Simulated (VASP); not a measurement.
# Pd (P6_3/mmc) in VASP: notebook

One crystal, Pd, is run at these levels: PBE; tasks: single point.

All numbers are computed with VASP 6.6.1; they aren't measurements. Logs are shortened: lines on timing, memory, paths and dates and some standing lists are left out, and cuts for length are marked.

### 1 The crystal as given

The structure is hexagonal, space group P6_3/mmc (No. 194). Conventional cell: a = 2.784 Å, b = 2.784 Å, c = 4.629 Å, α = 90.00°, β = 90.00°, γ = 120.00°. Around Pd (site symmetry -6m2) lie 12 Pd at 2.78 to 2.82 Å.

This isn't the form of Pd at room conditions, which is fcc.

### 2 Single point, PBE

File INCAR:

```
SYSTEM = Pd
PREC = Accurate ; ENCUT = 400
EDIFF = 1E-6 ; ISMEAR = -1
SIGMA = 0.2 ; LREAL = .FALSE.
LASPH = .FALSE. ; NELM = 100
ALGO = Normal ; ISIF = 2
LWAVE = .FALSE. ; LCHARG = .FALSE.
GGA = PE ; ADDGRID = .FALSE.
```

File KPOINTS:

```
Automatic mesh
0
G
  8 8 4
  0 0 0
```

File POSCAR:

```
Pd
1.0
    2.7836650458      0.0000000000      0.0000000000
   -1.3918325229      2.4107246453      0.0000000000
    0.0000000000      0.0000000000      4.6288930000
Pd
2
Direct
    0.3690330000      0.6707680000      0.2457130000
    0.7034100000      0.3270270000      0.7475630000
```

Potentials or basis: VASP PAW PBE potentials, release 64 (Pd).

Run with:

```
cat potpaw_PBE.64/Pd/POTCAR > POTCAR
mpirun -np 1 vasp_std > vasp.out
```

OUTCAR:

```text
SYSTEM = Pd
   PREC = Accurate
   ENCUT = 400
   EDIFF = 1E-6
   ISMEAR = -1
   LREAL = .FALSE.
   LASPH = .FALSE.
   NELM = 100
   ISIF = 2
   GGA = PE

 Found    132 irreducible k-points:

 Following reciprocal coordinates:
            Coordinates               Weight
  0.000000  0.000000  0.000000      1.000000
  0.125000  0.000000  0.000000      2.000000
  0.000000  0.125000  0.000000      2.000000
 -0.125000  0.125000  0.000000      2.000000
  0.250000  0.000000  0.000000      2.000000
  0.000000  0.250000  0.000000      2.000000
   k-points           NKPTS =    132   k-points in BZ     NKDIM =    132   number of bands    NBANDS=     14
   number of dos      NEDOS =    301   number of ions     NIONS =      2
   total plane-waves  NPLWV =   9720
   dimension x,y,z NGX =    18 NGY =   18 NGZ =   30
   dimension x,y,z NGXF=    36 NGYF=   36 NGZF=   60
   ions per type =               2
   NGX,Y,Z   is equivalent  to a cutoff of  10.75, 10.75, 10.77 a.u.
   NGXF,Y,Z  is equivalent  to a cutoff of  21.50, 21.50, 21.55 a.u.
 SYSTEM =  Pd
   PREC   = accura    normal or accurate (medium, high low for compatibility)
   ISTART =      0    job   : 0-new  1-cont  2-samecut
   ICHARG =      2    charge: 1-file 2-atom 10-const
   ISPIN  =      1    spin polarized calculation?
   LNONCOLLINEAR =      F non collinear calculations
   LSORBIT =      F    spin-orbit coupling
   LASPH  =      F    aspherical Exc in radial PAW
   ENCUT  =  400.0 eV  29.40 Ry    5.42 a.u.   4.54  4.54  7.55*2*pi/ulx,y,z
   NELM   =    100;   NELMIN=  2; NELMDL= -5     # of ELM steps
   EDIFF  = 0.1E-05   stopping-criterion for ELM
   LREAL  =      F    real-space projection
   EDIFFG = 0.1E-04   stopping-criterion for IOM
   NSW    =      0    number of steps for IOM
   IBRION =     -1    ionic relax: 0-MD 1-quasi-New 2-CG
   NFREE  =      0    steps in history (QN), initial steepest desc. (CG)
   ISIF   =      2    stress and relaxation
   ISYM   =      2    0-nonsym 1-usesym 2-fastsym
   POTIM  = 0.5000    time-step for ionic-motion
   TEBEG  =    0.0;   TEEND  =   0.0 temperature during run
   PSTRESS=    0.0 pullay stress
   NELECT =      20.0000    total number of electrons
   NUPDOWN=      -1.0000    fix difference up-down
   EMIN   =  10.00;   EMAX   =-10.00  energy-range for DOS
   EFERMI =   0.00;   METHOD = LEGACY
   ISMEAR =    -1;   SIGMA  =   0.20  broadening in eV -4-tet -1-fermi 0-gaus
   EFERMI_NEDOS =   21; number of points for ismear=-14 and -15
   IALGO  =     38    algorithm
   IMIX   =      4    mixing-type and parameters
     AMIX     =   0.40;   BMIX     =  1.00
     AMIX_MAG =   1.60;   BMIX_MAG =  1.00
  volume/ion in A,a.u.               =      15.53       104.81
  Fermi-wavevector in a.u.,A,eV,Ry     =   1.413636  2.671385 27.189429  1.998367
  Thomas-Fermi vector in A             =   2.535261
   LORBIT       =      0    0 simple, 1 ext, 2 COOP (PROOUT), +10 PAW based schemes
   GGA     = PE    functional components
   LHFCALC =     F    Hartree Fock is set to
   AEXX    =    0.0000 exact exchange contribution
   IVDW    =     0    specifies the selected vdW correction
   LEPSILON=     F    determine dielectric tensor
   LRPA    =     F    only Hartree local field effects (RPA)
 non-spin polarized calculation
  energy-cutoff  :      400.00
  volume of cell :       31.06
 maximum number of plane-waves:       580
   NGX =  9   NGY =  9   NGZ = 15

 number of electron      20.0000000 magnetization

 Free energy of the ion-electron system (eV)
  ---------------------------------------------------
  ext. energy  EPLUGINS =         0.00000000
  ---------------------------------------------------
  free energy    TOTEN  =       -10.60306001 eV

  energy without entropy =      -10.17382678  energy(sigma->0) =      -10.38844339

 E-fermi :   9.0407     XC(G=0): -12.8656

 val. band max:        9.0403565933   @ k =   0.3750   0.1250   0.2500
 cond. band min:       9.0409578572   @ k =   0.1250   0.1250   0.5000
 fundamental gap:      0.0006012639
 Fermi energy:         9.0406619576

 k-point     1 :       0.0000    0.0000    0.0000
  band No.  band energies     occupation
      1       2.1885      2.00000
      2       4.0163      2.00000
      3       6.2150      2.00000
      4       6.4089      2.00000
      5       6.4298      2.00000
      6       6.7334      1.99998
      7       6.7601      1.99998
      8       7.3203      1.99963
      9       7.4218      1.99939
     10       8.6511      1.75044
     11       8.7454      1.62807
     12       9.9133      0.02515
     13      15.5852      0.00000
     14      26.0148      0.00000

 k-point     2 :       0.1250    0.0000    0.0000
  band No.  band energies     occupation
      1       2.6659      2.00000
      2       4.3363      2.00000
      3       5.9793      2.00000
      4       6.5326      1.99999
      5       6.7144      1.99998
      6       6.7346      1.99998
      7       6.9211      1.99995
      8       7.0352      1.99991
      9       7.1975      1.99980
     10       7.6203      1.99835
     11       8.7691      1.59078
     12      11.6936      0.00000
     13      15.6119      0.00000
     14      25.5007      0.00000

 k-point     3 :       0.0000    0.1250    0.0000
  band No.  band energies     occupation
      1       2.6665      2.00000
      2       4.3397      2.00000
      3       5.9705      2.00000
      4       6.5196      1.99999
      5       6.7369      1.99998
      6       6.7411      1.99998
      7       6.9140      1.99995
      8       7.0245      1.99992
      9       7.2224      1.99977
     10       7.6156      1.99839
     11       8.7432      1.63132
     12      11.7078      0.00000
     13      15.6116      0.00000
     14      25.4674      0.00000

 k-point     4 :      -0.1250    0.1250    0.0000
  band No.  band energies     occupation
      1       2.6650      2.00000
      2       4.3314      2.00000
      3       5.9909      2.00000
      4       6.5529      1.99999
      5       6.6881      1.99998
      6       6.7240      1.99998
      7       6.9380      1.99995
      8       7.0453      1.99991
      9       7.1533      1.99984
     10       7.6305      1.99827
     11       8.8050      1.52925
     12      11.6737      0.00000
     13      15.6125      0.00000
     14      25.5440      0.00000

 k-point     5 :       0.2500    0.0000    0.0000
  band No.  band energies     occupation
      1       3.8065      2.00000
      2       4.6957      2.00000
      3       5.7306      2.00000
      4       5.9164      2.00000
      5       6.3669      2.00000
      6       6.8210      1.99997
      7       7.0871      1.99989
      8       7.4834      1.99917
      9       7.5655      1.99875
     10       7.7935      1.99609
     11       8.8764      1.38903
     12      14.2715      0.00000
     13      15.8141      0.00000
     14      21.4260      0.00000

 k-point     6 :       0.0000    0.2500    0.0000
  band No.  band energies     occupation
      1       3.8127      2.00000
      2       4.7069      2.00000
      3       5.7491      2.00000
      4       5.9009      2.00000
      5       6.3546      2.00000
      6       6.8403      1.99997
      7       7.0459      1.99991
      8       7.4978      1.99911
      9       7.5690      1.99873
     10       7.7866      1.99622
     11       8.8625      1.41810
     12      14.2975      0.00000
     13      15.8161      0.00000
     14      21.4146      0.00000

 [... further k-points ...]
[... 5 lines left out ...]
  --------------------------------------------------------------------------------------
  -------------------------------------------------------------------------------------
  Total       -0.0795222      0.0005967     -0.4284197      0.0270625     -0.0026101      0.0015864
  in kB       -4.1016397      0.0307783    -22.0972516      1.3958414     -0.1346272      0.0818241
  external PRESSURE =      -8.7227043 kB  Pullay stress =       0.0000000 kB

 VOLUME and BASIS-vectors are now :
 -----------------------------------------------------------------------------
  energy-cutoff  :      400.00
  volume of cell :       31.06
      direct lattice vectors                 reciprocal lattice vectors
     2.783665046  0.000000000  0.000000000     0.359238624  0.207406516  0.000000000
    -1.391832523  2.410724645  0.000000000     0.000000000  0.414813032  0.000000000
     0.000000000  0.000000000  4.628893000     0.000000000  0.000000000  0.216034374

 POSITION                                       TOTAL-FORCE (eV/Angst)
 -----------------------------------------------------------------------------------
      0.09367      1.61704      1.13738         0.020474     -0.032620      0.065792
      1.50289      0.78837      3.46039        -0.020474      0.032620     -0.065792
 -----------------------------------------------------------------------------------
    total drift:                               -0.000018     -0.000004      0.000094

  FREE ENERGIE OF THE ION-ELECTRON SYSTEM (eV)
  ---------------------------------------------------
  free  energy   TOTEN  =       -10.6030600111 eV

  energy  without entropy=      -10.1738267766  energy(sigma->0) =      -10.38844339
```

Run time: 14 s. Hardware: 1 thread of AMD EPYC 9R45 (Zen 5), shared host; peak memory 0.12 GiB.

The run converged, but some of its settings lie outside the range that counts as converged, so its numbers aren't taken as properties of the crystal.

Results:

| Quantity | Value |
| --- | --- |
| Free energy | -10.6031 eV |
| Pressure | -0.9 GPa |
| Largest force | 0.076 eV/Å |
| Band gap on the k mesh | none (metal or under the smearing width) |

### 3 Single point, PBE

File INCAR:

```
SYSTEM = Pd
PREC = Normal ; ENCUT = 400
EDIFF = 1E-4 ; ISMEAR = -1
SIGMA = 0.2 ; LREAL = Auto
LASPH = .TRUE. ; NELM = 100
ALGO = Normal ; ISIF = 2
LWAVE = .FALSE. ; LCHARG = .FALSE.
GGA = PE ; ADDGRID = .FALSE.
```

KPOINTS is that of step 2.

File POSCAR:

```
Pd
1.0
    2.7836650458      0.0000000000      0.0000000000
   -1.3918325229      2.4107246453      0.0000000000
    0.0000000000      0.0000000000      4.6288930000
Pd
2
Direct
    0.3333333333      0.6666666667      0.2500000000
    0.6666666667      0.3333333333      0.7500000000
```

Potentials or basis: VASP PAW PBE potentials, release 64 (Pd).

Run with:

```
cat potpaw_PBE.64/Pd/POTCAR > POTCAR
mpirun -np 1 vasp_std > vasp.out
```

OUTCAR:

```text
SYSTEM = Pd
   PREC = Normal
   ENCUT = 400
   EDIFF = 1E-4
   ISMEAR = -1
   LREAL = Auto
   LASPH = .TRUE.
   NELM = 100
   ISIF = 2
   GGA = PE

 Found     30 irreducible k-points:

 Following reciprocal coordinates:
            Coordinates               Weight
  0.000000  0.000000  0.000000      1.000000
  0.125000  0.000000  0.000000      6.000000
  0.250000  0.000000  0.000000      6.000000
  0.375000  0.000000  0.000000      6.000000
  0.500000  0.000000  0.000000      3.000000
  0.125000  0.125000  0.000000      6.000000
   k-points           NKPTS =     30   k-points in BZ     NKDIM =     30   number of bands    NBANDS=     14
   number of dos      NEDOS =    301   number of ions     NIONS =      2
   total plane-waves  NPLWV =   4704
   dimension x,y,z NGX =    14 NGY =   14 NGZ =   24
   dimension x,y,z NGXF=    28 NGYF=   28 NGZF=   48
   ions per type =               2
   NGX,Y,Z   is equivalent  to a cutoff of   8.36,  8.36,  8.62 a.u.
   NGXF,Y,Z  is equivalent  to a cutoff of  16.72, 16.72, 17.24 a.u.
 SYSTEM =  Pd
   PREC   = normal    normal or accurate (medium, high low for compatibility)
   ISTART =      0    job   : 0-new  1-cont  2-samecut
   ICHARG =      2    charge: 1-file 2-atom 10-const
   ISPIN  =      1    spin polarized calculation?
   LNONCOLLINEAR =      F non collinear calculations
   LSORBIT =      F    spin-orbit coupling
   LASPH  =      T    aspherical Exc in radial PAW
   ENCUT  =  400.0 eV  29.40 Ry    5.42 a.u.   4.54  4.54  7.55*2*pi/ulx,y,z
   NELM   =    100;   NELMIN=  2; NELMDL= -5     # of ELM steps
   EDIFF  = 0.1E-03   stopping-criterion for ELM
   LREAL  =      T    real-space projection
   EDIFFG = 0.1E-02   stopping-criterion for IOM
   NSW    =      0    number of steps for IOM
   IBRION =     -1    ionic relax: 0-MD 1-quasi-New 2-CG
   NFREE  =      0    steps in history (QN), initial steepest desc. (CG)
   ISIF   =      2    stress and relaxation
   ISYM   =      2    0-nonsym 1-usesym 2-fastsym
   POTIM  = 0.5000    time-step for ionic-motion
   TEBEG  =    0.0;   TEEND  =   0.0 temperature during run
   PSTRESS=    0.0 pullay stress
   NELECT =      20.0000    total number of electrons
   NUPDOWN=      -1.0000    fix difference up-down
   EMIN   =  10.00;   EMAX   =-10.00  energy-range for DOS
   EFERMI =   0.00;   METHOD = LEGACY
   ISMEAR =    -1;   SIGMA  =   0.20  broadening in eV -4-tet -1-fermi 0-gaus
   EFERMI_NEDOS =   21; number of points for ismear=-14 and -15
   IALGO  =     38    algorithm
   IMIX   =      4    mixing-type and parameters
     AMIX     =   0.40;   BMIX     =  1.00
     AMIX_MAG =   1.60;   BMIX_MAG =  1.00
  volume/ion in A,a.u.               =      15.53       104.81
  Fermi-wavevector in a.u.,A,eV,Ry     =   1.413636  2.671385 27.189429  1.998367
  Thomas-Fermi vector in A             =   2.535261
   LORBIT       =      0    0 simple, 1 ext, 2 COOP (PROOUT), +10 PAW based schemes
   GGA     = PE    functional components
   LHFCALC =     F    Hartree Fock is set to
   AEXX    =    0.0000 exact exchange contribution
   IVDW    =     0    specifies the selected vdW correction
   LEPSILON=     F    determine dielectric tensor
   LRPA    =     F    only Hartree local field effects (RPA)
 non-spin polarized calculation
  energy-cutoff  :      400.00
  volume of cell :       31.06
 maximum number of plane-waves:       580
   NGX =  9   NGY =  9   NGZ = 15

 number of electron      19.9999979 magnetization

 Free energy of the ion-electron system (eV)
  ---------------------------------------------------
  ext. energy  EPLUGINS =         0.00000000
  ---------------------------------------------------
  free energy    TOTEN  =       -10.60438112 eV

  energy without entropy =      -10.17507652  energy(sigma->0) =      -10.38972882

 E-fermi :   9.0408     XC(G=0): -12.8654

 val. band max:        9.0332718719   @ k =   0.1250   0.1250   0.5000
 cond. band min:       9.0518982322   @ k =   0.3750   0.1250   0.2500
 fundamental gap:      0.0186263603
 Fermi energy:         9.0408033580

 k-point     1 :       0.0000    0.0000    0.0000
  band No.  band energies     occupation
      1       2.1881      2.00000
      2       4.0173      2.00000
      3       6.2206      2.00000
      4       6.4192      2.00000
      5       6.4192      2.00000
      6       6.7459      1.99998
      7       6.7459      1.99998
      8       7.3697      1.99953
      9       7.3697      1.99953
     10       8.6984      1.69418
     11       8.6984      1.69418
     12       9.9134      0.02517
     13      15.5855      0.00000
     14      26.0172      0.00000
[... 69 lines left out ...]
 k-point     6 :       0.1250    0.1250    0.0000
  band No.  band energies     occupation
      1       3.5178      2.00000
      2       4.8022      2.00000
      3       5.6350      2.00000
      4       6.1140      2.00000
      5       6.4418      2.00000
      6       6.7008      1.99998
      7       6.9182      1.99995
      8       7.3778      1.99951
      9       7.3946      1.99947
     10       7.7427      1.99697
     11       8.8042      1.53104
     12      13.5725      0.00000
     13      15.7433      0.00000
     14      23.7546      0.00000

 [... further k-points ...]
[... 5 lines left out ...]
  --------------------------------------------------------------------------------------
  -------------------------------------------------------------------------------------
  Total       -0.0509835     -0.0509835     -0.4350105      0.0000000     -0.0000000      0.0000000
  in kB       -2.6296513     -2.6296513    -22.4371944      0.0000000     -0.0000000      0.0000000
  external PRESSURE =      -9.2321657 kB  Pullay stress =       0.0000000 kB

 VOLUME and BASIS-vectors are now :
 -----------------------------------------------------------------------------
  energy-cutoff  :      400.00
  volume of cell :       31.06
      direct lattice vectors                 reciprocal lattice vectors
     2.783665046  0.000000000  0.000000000     0.359238624  0.207406516  0.000000000
    -1.391832523  2.410724645  0.000000000     0.000000000  0.414813032  0.000000000
     0.000000000  0.000000000  4.628893000     0.000000000  0.000000000  0.216034374

 POSITION                                       TOTAL-FORCE (eV/Angst)
 -----------------------------------------------------------------------------------
     -0.00000      1.60715      1.15722         0.000000     -0.000000      0.000000
      1.39183      0.80357      3.47167        -0.000000      0.000000      0.000000
 -----------------------------------------------------------------------------------
    total drift:                               -0.000000      0.000000     -0.000000

  FREE ENERGIE OF THE ION-ELECTRON SYSTEM (eV)
  ---------------------------------------------------
  free  energy   TOTEN  =       -10.6043811227 eV

  energy  without entropy=      -10.1750765249  energy(sigma->0) =      -10.38972882
```

OSZICAR:

```text
N       E                     dE             d eps       ncg     rms          rms(c)
DAV:   1     0.891547937529E+02    0.89155E+02   -0.91212E+03   840   0.114E+03
DAV:   2    -0.976699218506E+01   -0.98922E+02   -0.94328E+02   912   0.249E+02
DAV:   3    -0.111211754627E+02   -0.13542E+01   -0.13465E+01   984   0.338E+01
DAV:   4    -0.111288374074E+02   -0.76619E-02   -0.76616E-02   978   0.243E+00
DAV:   5    -0.111289510686E+02   -0.11366E-03   -0.11366E-03   978   0.319E-01    0.971E+00
DAV:   6    -0.106266174578E+02    0.50233E+00   -0.14557E+00   900   0.133E+01    0.481E+00
DAV:   7    -0.106097696303E+02    0.16848E-01   -0.99593E-03   936   0.862E-01    0.244E+00
DAV:   8    -0.106043794350E+02    0.53902E-02   -0.15764E-03   912   0.338E-01    0.778E-02
DAV:   9    -0.106043811227E+02   -0.16877E-05   -0.27045E-05   558   0.525E-02
   1 F= -.10604381E+02 E0= -.10389729E+02  d E =-.429305E+00
```

It took 3.6 s on 1 thread of AMD EPYC 9R45 (Zen 5), shared host; peak memory 0.08 GiB.

The run converged, but some of its settings lie outside the range that counts as converged, so its numbers aren't taken as properties of the crystal.

Results:

| Quantity | Value |
| --- | --- |
| Free energy | -10.6044 eV |
| Pressure | -0.9 GPa |
| Band gap on the k mesh | none (metal or under the smearing width) |
